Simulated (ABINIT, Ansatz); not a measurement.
# A GW chain in ABINIT: BaS (Fm-3m), part 2 of 3

Aim: the G0W0 gap of BaS (Fm-3m) on PBE, step by step.

ABINIT 10.8.3; PBE and many-body steps on it, plane waves. Known limits of the many-body steps: not at the basis limit; no spin-orbit coupling.

So far. Step 2 (Ground state): The gap is indirect, with the least direct gap 0.13 eV higher.

**3. Bands along the symmetry lines**

Level of this step: DFT, PBE, plane waves, norm-conserving pseudopotentials (ABINIT).

The cheap functional maps the bands first; the places of the edges decide which points the dearer methods must see.

File run.abi:

```
acell 3*1.0 Angstrom
rprim 
  -0.000000000000 3.193750000000 3.193750000000
  3.193750000000 -0.000000000000 3.193750000000
  3.193750000000 3.193750000000 -0.000000000000
ntypat 2
znucl 56 16
natom 2
typat 1 2
xred 
  0.000000000000 0.000000000000 0.000000000000
  0.500000000000 0.500000000000 0.500000000000
pp_dirpath "pseudos"
pseudos "Ba.upf, S.upf"
ecut 20
iscf -2
irdden 1
kptopt 0
nkpt 50
kpt 
  0.00000000 0.00000000 0.00000000
  0.06250000 0.00000000 0.06250000
  0.12500000 0.00000000 0.12500000
  0.18750000 0.00000000 0.18750000
  0.25000000 0.00000000 0.25000000
  0.31250000 0.00000000 0.31250000
  0.37500000 0.00000000 0.37500000
  0.43750000 0.00000000 0.43750000
  0.50000000 0.00000000 0.50000000
  0.51562500 0.03125000 0.51562500
  0.53125000 0.06250000 0.53125000
  0.54687500 0.09375000 0.54687500
  0.56250000 0.12500000 0.56250000
  0.57812500 0.15625000 0.57812500
  0.59375000 0.18750000 0.59375000
  0.60937500 0.21875000 0.60937500
  0.62500000 0.25000000 0.62500000
  0.37500000 0.37500000 0.75000000
  0.32812500 0.32812500 0.65625000
  0.28125000 0.28125000 0.56250000
  0.23437500 0.23437500 0.46875000
  0.18750000 0.18750000 0.37500000
  0.14062500 0.14062500 0.28125000
  0.09375000 0.09375000 0.18750000
  0.04687500 0.04687500 0.09375000
  0.00000000 0.00000000 0.00000000
  0.06250000 0.06250000 0.06250000
  0.12500000 0.12500000 0.12500000
  0.18750000 0.18750000 0.18750000
  0.25000000 0.25000000 0.25000000
  0.31250000 0.31250000 0.31250000
  0.37500000 0.37500000 0.37500000
  0.43750000 0.43750000 0.43750000
  0.50000000 0.50000000 0.50000000
  0.50000000 0.46875000 0.53125000
  0.50000000 0.43750000 0.56250000
  0.50000000 0.40625000 0.59375000
  0.50000000 0.37500000 0.62500000
  0.50000000 0.34375000 0.65625000
  0.50000000 0.31250000 0.68750000
  0.50000000 0.28125000 0.71875000
  0.50000000 0.25000000 0.75000000
  0.50000000 0.21875000 0.71875000
  0.50000000 0.18750000 0.68750000
  0.50000000 0.15625000 0.65625000
  0.50000000 0.12500000 0.62500000
  0.50000000 0.09375000 0.59375000
  0.50000000 0.06250000 0.56250000
  0.50000000 0.03125000 0.53125000
  0.50000000 0.00000000 0.50000000
istwfk *1
nband 15
nbdbuf 2
tolwfr 1e-08
nstep 40
prtwf 0
prtvol 0
indata_prefix "in"
outdata_prefix "out"
tmpdata_prefix "tmp"
```

On the command line:

```
$ OMP_NUM_THREADS=1 mpirun -n 8 abinit run.abi > log
```

Numbers of over 12 decimals in the logs are rounded to 6 here.

The program printed:

```text
.Version 10.8.3 of ABINIT. v10.8.2 released Aug 2026.

 Symmetries : space group Fm -3 m (#225); Bravais cF (face-center cubic)
[... echo of the input left out ...]
== DATASET  1 ==================================================================
-   mpi_nproc: 8, omp_nthreads: 1 (-1 if OMP is not activated)

--- !DatasetInfo
iteration_state: {dtset: 1, }
dimensions: {natom: 2, nkpt: 50, mband: 15, nsppol: 1, nspinor: 1, nspden: 1, mpw: 1899, }
cutoff_energies: {ecut:  20.0, pawecutdg:  -1.0, }
electrons: {nelect:   1.60000000E+01, charge:   0.00000000E+00, occopt:   1.00000000E+00, tsmear:   1.00000000E-02, }

 Real(R)+Recip(G) space primitive vectors, cartesian coordinates (Bohr,Bohr^-1):
 R(1)=  0.0000000  6.0353128  6.0353128  G(1)= -0.0828457  0.0828457  0.0828457
 R(2)=  6.0353128  0.0000000  6.0353128  G(2)=  0.0828457 -0.0828457  0.0828457
 R(3)=  6.0353128  6.0353128  0.0000000  G(3)=  0.0828457  0.0828457 -0.0828457
 Unit cell volume ucvol=  4.3967255E+02 bohr^3
 Angles (23,13,12)=  6.00000000E+01  6.00000000E+01  6.00000000E+01 degrees

 getcut: wavevector=  0.0000  0.0000  0.0000  ngfft=  36  36  36
         ecut(hartree)=     20.000   => boxcut(ratio)=   2.09511

--- Pseudopotential description ------------------------------------------------
- Ba Generated using ONCVPSP code by D. R. Hamann
- 56.00000  10.00000  171031                  znucl, zion, pspdat
12 -101130 2 -1 1958                          pspcod,pspxc,lmax,lloc,mmax
     nproj     2     2     2
  pspatm : epsatm=   26.75150155
         --- l  ekb(1:nproj) -->
             0    6.667868    0.674319
             1    5.008801    0.408242
             2    2.532546    0.415477
 pspatm: atomic psp has been read  and splines computed

- S Generated using ONCVPSP code by D. R. Hamann
- 16.00000   6.00000  171031                  znucl, zion, pspdat
12 -101130 2 -1 1146                          pspcod,pspxc,lmax,lloc,mmax
     nproj     2     2     2
  pspatm : epsatm=    9.01821529
         --- l  ekb(1:nproj) -->
[...]
pspatm: atomic psp has been read  and splines computed

--------------------------------------------------------------------------------

================================================================================
 prteigrs : about to open file out_EIG
 Non-SCF case, kpt    1 (  0.00000  0.00000  0.00000), residuals and eigenvalues=
  3.22E-09  4.14E-09  3.63E-09  9.50E-09  5.93E-09  2.89E-09  3.98E-09  7.09E-09
  1.84E-09  1.60E-09  3.52E-09  4.33E-09  7.70E-09  9.35E-09  3.15E-09
 -8.2223E-01 -2.7251E-01 -2.7251E-01 -2.7251E-01 -2.4447E-01  1.3525E-01
  1.3525E-01  1.3525E-01  2.6850E-01  2.7880E-01  2.7880E-01  2.7880E-01
[...]
Non-SCF case, kpt    2 (  0.06250  0.00000  0.06250), residuals and eigenvalues=
  3.81E-09  7.40E-09  2.23E-09  7.49E-09  5.38E-09  9.22E-09  4.82E-09  3.32E-09
[...]
5.10E-09  3.61E-09  6.89E-09  7.17E-09  3.36E-09  3.92E-09  1.31E-09  4.17E-09
  7.78E-09  2.48E-09  3.98E-09  7.10E-09  7.97E-09  3.69E-09  6.52E-09
[...]
Non-SCF case, kpt   49 (  0.50000  0.03125  0.53125), residuals and eigenvalues=
[...]
Non-SCF case, kpt   50 (  0.50000  0.00000  0.50000), residuals and eigenvalues=
[...]
-8.2012E-01 -2.9025E-01 -2.7952E-01 -2.7952E-01 -2.4119E-01  1.1695E-01
  1.3062E-01  1.3062E-01  2.1412E-01  3.5455E-01  3.5784E-01  4.1215E-01
[...]
--- !ResultsGS
iteration_state: {dtset: 1, }
comment   : Summary of ground state results
lattice_vectors:
- [ -0.0000000,   6.0353128,   6.0353128, ]
- [  6.0353128,  -0.0000000,   6.0353128, ]
- [  6.0353128,   6.0353128,  -0.0000000, ]
lattice_lengths: [   8.53522,    8.53522,    8.53522, ]
lattice_angles: [ 60.000,  60.000,  60.000, ] # degrees, (23, 13, 12)
lattice_volume:   4.3967255E+02
convergence: {deltae:  0.000E+00, res2:  0.000E+00, residm:  9.888E-09, diffor:  0.000E+00, }
etotal    :  -3.92812303E+01
entropy   :   0.00000000E+00
fermie    :   1.35251724E-01
cartesian_stress_tensor: null
pressure_GPa: null
xred      :
- [  0.0000E+00,   0.0000E+00,   0.0000E+00, Ba]
- [  5.0000E-01,   5.0000E-01,   5.0000E-01,  S]
cartesian_forces: null
force_length_stats: {min: null, max: null, mean: null, }

 Integrated electronic density in atomic spheres:
 ------------------------------------------------
 Atom  Sphere_radius  Integrated_density
[...]
================================================================================

 ----iterations are completed or convergence reached----

 Mean square residual over all n,k,spin=   44.410E-10; max=  98.884E-10
 reduced coordinates (array xred) for    2 atoms
       0.000000000000      0.000000000000      0.000000000000
       0.500000000000      0.500000000000      0.500000000000

 cartesian coordinates (angstrom) at end:
    1      0.000000     0.000000     0.000000
    2      3.193750     3.193750     3.193750
 length scales=  1.889726125908  1.889726125908  1.889726125908 bohr
              =  1.000000000000  1.000000000000  1.000000000000 angstroms
 prteigrs : about to open file out_EIG
 Eigenvalues (hartree) for nkpt=  50  k points:
 kpt#   1, nband= 15, wtk=  1.00000, kpt=  0.0000  0.0000  0.0000 (reduced coord)
[...]
kpt#   2, nband= 15, wtk=  1.00000, kpt=  0.0625  0.0000  0.0625 (reduced coord)
[...]
kpt#   3, nband= 15, wtk=  1.00000, kpt=  0.1250  0.0000  0.1250 (reduced coord)
[...]
kpt#  49, nband= 15, wtk=  1.00000, kpt=  0.5000  0.0313  0.5313 (reduced coord)
  -0.82012   -0.29015   -0.28021   -0.27962   -0.24023    0.11692    0.12902    0.13011
   0.21576    0.35578    0.35988    0.40673    0.41218    0.41642    0.45192
 kpt#  50, nband= 15, wtk=  1.00000, kpt=  0.5000  0.0000  0.5000 (reduced coord)
  -0.82012   -0.29025   -0.27952   -0.27952   -0.24119    0.11695    0.13062    0.13062
   0.21412    0.35455    0.35784    0.41215    0.41215    0.41678    0.44780

== END DATASET(S) ==============================================================
================================================================================

 -outvars: echo values of variables after computation  --------
            nband          15
             nkpt          50
          spgroup         225
 [... the other variables as echoed above ...]

 Calculation completed.
```

The job ended after 3.3 s (8 MPI ranks of AMD EPYC 9R45, shared host; peak memory 0.54 GiB).

Numbers from this step:

* gap: 2.146 eV
* k of the valence top: 0, 0, 0
* k of the conduction bottom: 0.5, 0, 0.5
* least direct gap: 2.272 eV

The gap is 2.146 eV, as in the run before at this level.

Electronic bands along the path, in eV, zero at the top of the highest filled band; v1 is the highest filled band, c1 the lowest empty one:

| point | v4 | v3 | v2 | v1 | c1 | c2 | c3 | c4 |
| --- | --- | --- | --- | --- | --- | --- | --- | --- |
| Γ | -10.33 | 0.00 | 0.00 | 0.00 | 3.63 | 3.91 | 3.91 | 3.91 |
| halfway | -9.73 | -1.27 | -0.16 | -0.16 | 2.83 | 4.73 | 5.32 | 5.76 |
| X | -10.24 | -0.50 | -0.13 | -0.13 | 2.15 | 5.97 | 6.06 | 7.53 |
| halfway | -10.07 | -0.50 | -0.40 | -0.27 | 2.48 | 6.33 | 6.36 | 6.88 |
| U | -9.74 | -0.92 | -0.59 | -0.51 | 3.32 | 5.97 | 6.63 | 6.78 |
| jump to K | -9.74 | -0.92 | -0.59 | -0.51 | 3.32 | 5.97 | 6.63 | 6.78 |
| halfway | -9.47 | -1.38 | -0.86 | -0.32 | 4.09 | 4.74 | 5.02 | 5.91 |
| Γ | -10.33 | 0.00 | 0.00 | 0.00 | 3.63 | 3.91 | 3.91 | 3.91 |
| halfway | -9.56 | -1.13 | -0.61 | -0.61 | 4.12 | 4.78 | 4.78 | 5.41 |
| L | -9.10 | -1.90 | -1.06 | -1.06 | 5.58 | 5.67 | 6.35 | 6.35 |
| halfway | -9.40 | -1.45 | -0.84 | -0.76 | 4.70 | 4.89 | 6.69 | 6.91 |
| W | -9.70 | -1.10 | -0.47 | -0.47 | 4.30 | 4.30 | 6.33 | 6.90 |
| halfway | -9.95 | -0.65 | -0.51 | -0.29 | 2.79 | 6.13 | 6.18 | 6.91 |
| X | -10.24 | -0.50 | -0.13 | -0.13 | 2.15 | 5.97 | 6.06 | 7.53 |

The electronic bands as a text plot (rows in eV, shown from -8.0 to 4.8 only):

```
    4.6 |+ +++++            +++++++++ ++   +++++      ++++++
    4.0 |++++              +    +++++++++++++              +
    3.5 |+ ++             +           ++                    +
    3.0 |    +++         +                                   +
    2.4 |       +++++ +++                                     +++
    1.9 |            +
    1.4 |
    0.8 |
    0.3 |
   -0.2 |***********************************             ********
   -0.8 |  **     ***   *************      ****** *******   **
   -1.3 |    *****         ********         ***  *    ******
   -1.9 |                                      *******
   -2.4 |
   -2.9 |
   -3.5 |
   -4.0 |
   -4.5 |
   -5.1 |
   -5.6 |
   -6.1 |
   -6.7 |
   -7.2 |
   -7.7 |
         Γ           X  U|K            Γ         L        W     X
```

**4. Empty states on the mesh, 4×4×4 mesh, 373 bands**

The sums over transitions need many empty states on a uniform mesh; this step solves for them.

File run.abi:

```
acell 3*1.0 Angstrom
rprim 
  -0.000000000000 3.193750000000 3.193750000000
  3.193750000000 -0.000000000000 3.193750000000
  3.193750000000 3.193750000000 -0.000000000000
ntypat 2
znucl 56 16
natom 2
typat 1 2
xred 
  0.000000000000 0.000000000000 0.000000000000
  0.500000000000 0.500000000000 0.500000000000
pp_dirpath "pseudos"
pseudos "Ba.upf, S.upf"
ecut 20
ngkpt 4 4 4
nshiftk 1
shiftk 0 0 0
kptopt 1
chksymbreak 0
irdden 1
istwfk *1
nband 373
prtvol 0
optdriver 6
gwr_task "HDIAGO"
paral_kgb 0
occopt 1
indata_prefix "in"
outdata_prefix "out"
tmpdata_prefix "tmp"
```

The program printed:

```text
[banner, memory and clock lines left out]
.Version 10.8.3 of ABINIT. v10.8.2 released Aug 2026.

 Symmetries : space group Fm -3 m (#225); Bravais cF (face-center cubic)
[... echo of the input left out ...]
== DATASET  1 ==================================================================
-   mpi_nproc: 8, omp_nthreads: 1 (-1 if OMP is not activated)

--- !DatasetInfo
iteration_state: {dtset: 1, }
dimensions: {natom: 2, nkpt: 8, mband: 373, nsppol: 1, nspinor: 1, nspden: 1, mpw: 1893, }
cutoff_energies: {ecut:  20.0, pawecutdg:  -1.0, }
electrons: {nelect:   1.60000000E+01, charge:   0.00000000E+00, occopt:   1.00000000E+00, tsmear:   1.00000000E-02, }

.Using double precision arithmetic; gwpc =  8

- Reading GS density from: in_DEN

--- Pseudopotential description ------------------------------------------------
- Ba Generated using ONCVPSP code by D. R. Hamann
- 56.00000  10.00000  171031                  znucl, zion, pspdat
12 -101130 2 -1 1958                          pspcod,pspxc,lmax,lloc,mmax
     nproj     2     2     2
  pspatm : epsatm=   26.75150155
         --- l  ekb(1:nproj) -->
             0    6.667868    0.674319
             1    5.008801    0.408242
             2    2.532546    0.415477
 pspatm: atomic psp has been read  and splines computed

- S Generated using ONCVPSP code by D. R. Hamann
- 16.00000   6.00000  171031                  znucl, zion, pspdat
12 -101130 2 -1 1146                          pspcod,pspxc,lmax,lloc,mmax
     nproj     2     2     2
  pspatm : epsatm=    9.01821529
         --- l  ekb(1:nproj) -->
             0    6.763951    0.574108
             1    3.227080    0.887329
             2   -3.547662   -0.986524
 pspatm: atomic psp has been read  and splines computed

   5.72315469E+02                                ecore*ucvol(ha*bohr**3)

 Total charge density [el/Bohr^3]
)     Maximum=    2.2007E-01  at reduced coord.    0.1667    0.8611    0.9722
)     Minimum=    4.6234E-04  at reduced coord.    0.0000    0.0000    0.0000
   Integrated=    1.6000E+01

 === KS gaps after direct diagonalization ===
 Indirect band gap semiconductor
 Fundamental gap:     2.146 (eV)
   VBM:     3.680 (eV) at k: [ 0.0000E+00,  0.0000E+00,  0.0000E+00]
   CBM:     5.827 (eV) at k: [ 5.0000E-01,  5.0000E-01,  0.0000E+00]
 Direct gap:         2.272 (eV) at k: [ 5.0000E-01,  5.0000E-01,  0.0000E+00]

== END DATASET(S) ==============================================================

 -outvars: echo values of variables after computation  --------
           etotal      0.0000000000E+00
            nband         373
             nkpt           8
          spgroup         225
 [... the other variables as echoed above ...]

 Calculation completed.
```

It took 3.8 s on 8 MPI ranks; peak memory 2.1 GiB.

This step gave:

```yaml
gap: 2.146 eV
k_of_the_valence_top: 0, 0, 0
k_of_the_conduction_bottom: 0.5, 0.5, 0
least_direct_gap: 2.272 eV
k_points_computed: 8
lowest_point_of_the_top_converged_band_above_the_valence_top: 168.0092 eV
```

On this mesh the gap is 2.146 eV.

**5. Screening, 4×4×4 mesh, 365 bands, screening to 239.5 eV**

The RPA dielectric matrix is built and inverted for each q.

This step: RPA screening on PBE, plane waves, norm-conserving pseudopotentials.

Changes to run.abi since step 4:

```diff
@@ -20,10 +20,11 @@
 chksymbreak 0
-irdden 1
 istwfk *1
-nband 373
-prtvol 0
-optdriver 6
-gwr_task "HDIAGO"
-paral_kgb 0
 occopt 1
+irdwfk 1
+optdriver 3
+nband 365
+ecuteps 8.8
+inclvkb 2
+awtr 1
+symchi 1
 indata_prefix "in"
```

The program printed:

```text
.Version 10.8.3 of ABINIT. v10.8.2 released Aug 2026.

 Symmetries : space group Fm -3 m (#225); Bravais cF (face-center cubic)
[... echo of the input left out ...]
== DATASET  1 ==================================================================
-   mpi_nproc: 8, omp_nthreads: 1 (-1 if OMP is not activated)

--- !DatasetInfo
iteration_state: {dtset: 1, }
dimensions: {natom: 2, nkpt: 8, mband: 365, nsppol: 1, nspinor: 1, nspden: 1, mpw: 1893, }
cutoff_energies: {ecut:  20.0, pawecutdg:  -1.0, }
electrons: {nelect:   1.60000000E+01, charge:   0.00000000E+00, occopt:   1.00000000E+00, tsmear:   1.00000000E-02, }

 SCREENING: Calculation of the susceptibility and dielectric matrices

 Based on a program developped by R.W. Godby, V. Olevano, G. Onida, and L. Reining.
 Incorporated in ABINIT by V. Olevano, G.-M. Rignanese, and M. Torrent.
.Using double precision arithmetic ; gwpc =  8

[... cell and pseudopotentials left out ...]
--------------------------------------------------------------------------------

 ==== K-mesh for the wavefunctions ====
 Number of points in the irreducible wedge :     8
[... list of points left out ...]
 Together with 48 symmetry operations and time-reversal symmetry
 yields    64 points in the full Brillouin Zone.

 ==== Q-mesh for the screening function ====
 Number of points in the irreducible wedge :     8
[... list of points left out ...]
 Together with 48 symmetry operations and time-reversal symmetry
 yields    64 points in the full Brillouin Zone.

 setmesh: FFT mesh size selected  =    30x   30x   30
          total number of points  =        27000

 vcoul_init : cutoff-mode = AUXILIARY_FUNCTION
 q-points for optical limit:   1
     1)      0.000010    0.000020    0.000030

- screening: taking advantage of time-reversal symmetry
- Maximum band index for partially occupied states nbvw = 8
- Remaining bands to be divided among processors   nbcw = 357
- Number of bands treated by each node ~44

 Number of electrons calculated from density =   16.0000; Expected =   16.0000
 average of density, n =  0.036391
 r_s =    1.8720
 omega_plasma =   18.4014 [eV]

 calculating chi0 at frequencies [eV] :
  1    0.000000E+00    0.000000E+00
  2    0.000000E+00    1.840140E+01

--------------------------------------------------------------------------------
  q-point number  1        q = ( 0.000000, 0.000000, 0.000000) [r.l.u.]
--------------------------------------------------------------------------------
[... chi0 elements left out ...]
 For q-point:  0.000010 0.000020 0.000030
  dielectric constant =   4.7383
  dielectric constant without local fields =   5.5895

  Average fulfillment of the sum rule on Im[epsilon] for q-point    1 :     97.73  [%]
[... wings left out ...]
  q-point number  2        q = ( 0.250000, 0.000000, 0.000000) [r.l.u.]
--------------------------------------------------------------------------------
[... chi0 elements left out ...]
  Average fulfillment of the sum rule on Im[epsilon] for q-point    2 :    101.17  [%]

 [... 6 further q-points ...]
```

It took 23 s on 8 MPI ranks; peak memory 2.4 GiB; 3 min of CPU time.

This step gave:

```yaml
eps_infinity_with_local_fields_on_this_mesh_along_the_program_s_q_direction: 4.738
the_same_without_local_fields: 5.590
plasma_frequency: 18.40 eV
plane_waves_in_the_screening_matrix: 537
```

Local fields lower ε∞ by 15 %.

[end of part 2 of 3]

[Paths, hosts, dates, memory and timing lines, banners, echoed tables and standing remarks are left out of the program output.]

[Logs are printed without paths, hosts, clocks, repeated set-up lines and the standing remarks that a program may print on its own settings, such as how far it seeks lower states.]

[Runs of the session that timed out or met a known fault of the program may be left out.]

[Hosts, paths, dates, database ids (printed as entryN), source tags and the programs' standing remarks are cut or masked in the printed files.]

[G0W0 gaps are taken among the corrected bands and points alone; a level outside them can change the order at an edge.]

[Where Ansatz stands beside ABINIT at settings called matched, ABINIT's density can come from a denser mesh and the files from another edition; pairs whose starting gaps differed by over 0.03 eV were left out, so agreement reads better than it is.]
